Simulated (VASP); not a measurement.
A run of VASP 6.6.1:

INCAR

```
SYSTEM = Tl
PREC = Accurate
ENCUT = 520
EDIFF = 1E-6
ISMEAR = -1
SIGMA = 0.05
LREAL = .FALSE.
LASPH = .TRUE.
NELM = 100
ALGO = Fast
ISIF = 2
LWAVE = .FALSE.
LCHARG = .FALSE.
GGA = PE
NBANDS = 12
```

KPOINTS

```
Automatic mesh
0
G
  13 13 13
  0 0 0
```

File POSCAR:

```
Tl
1.0
   -1.9707869065      1.9707869065      1.8827700000
    1.9707869065     -1.9707869065      1.8827700000
    1.9707869065      1.9707869065     -1.8827700000
Tl
1
Direct
    0.0000000000      0.0000000000      0.0000000000
```

Potentials or basis: VASP PAW PBE potentials, release 64 (Tl_d).

Launch:

```console
$ cat potpaw_PBE.64/Tl_d/POTCAR > POTCAR
$ mpirun -np 1 vasp_std > vasp.out
```

Hardware: 1 thread of Intel(R) Xeon(R) 6975P-C (Granite Rapids) (shared host).

How long does it take, and how much memory?

Run time: 26 s on 1 thread of Intel(R) Xeon(R) 6975P-C (Granite Rapids), on a shared host, peak memory 0.2 GiB. Counts: scf iterations 11, k points 196.
